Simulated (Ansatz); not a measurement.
Input of an Ansatz 0.2.0 run:

File input.yaml:

```yaml
crystal:
  lattice:
    - [0.0, 3.0702711986, 3.0702711986]
    - [3.0702711986, 0.0, 3.0702711986]
    - [3.0702711986, 3.0702711986, 0.0]
  atoms:
    - { symbol: Cd, position_ang: [0.0, 0.0, 0.0] }
    - { symbol: Se, position_ang: [1.5351355993, 1.5351355993, 1.5351355993] }
kpoints:
  mp_grid: { grid: [8, 8, 8] }
  band_path:
    path:
      - [0.0, 0.0, 0.0]
      - [0.5, 0.0, 0.5]
      - [0.5, 0.25, 0.75]
      - [0.375, 0.375, 0.75]
      - [0.0, 0.0, 0.0]
      - [0.5, 0.5, 0.5]
      - [0.625, 0.25, 0.625]
      - [0.5, 0.25, 0.75]
    npoints: 12
scf:
  occupations: { method: fixed }
  lower_state_search: light
hamiltonian:
  xc: pbesol
  dispersion: d4
  pseudopotentials: { kind: all_electron, datasets: crystal }
output:
  forces: true
  stress: true
  eigenvalues: true
```

Potentials or basis: all-electron PAW datasets made for the crystal.

Run with:

```sh
$ ansatz run input.yaml --threads 1 --pin off --max-ram 2560MiB --backend cpu --events-out ev --progress --plain --runs-dir out
```

Task: What does it give for the band gap on the k mesh?

Result: 0.43 eV, direct.

Task: Predict the band gap along the path.

Result: 0.43 eV, direct.

Task: Estimate the pressure.

Result: -2.4 GPa.

Levels at the corners of the path, in eV from the valence-band top:
```tsv
point	band 6	band 7	band 8	band 9	band 10	band 11	band 12	band 13
Γ	-7.47	0.00	0.00	0.00	0.43	5.87	5.87	5.87
X	-7.13	-3.99	-1.78	-1.78	3.06	3.66	8.82	9.96
W	-7.02	-3.89	-2.16	-2.12	4.87	5.11	6.31	7.46
K	-7.05	-3.93	-2.43	-1.46	3.61	5.01	8.05	8.45
Γ	-7.47	0.00	0.00	0.00	0.43	5.87	5.87	5.87
L	-7.19	-4.27	-0.72	-0.72	2.26	6.37	6.37	7.18
U	-7.05	-3.93	-2.43	-1.46	3.61	5.01	8.05	8.45
W	-7.02	-3.89	-2.16	-2.12	4.87	5.11	6.31	7.46
```

A hybrid or GW would open this gap; PBEsol tends to underestimate it.
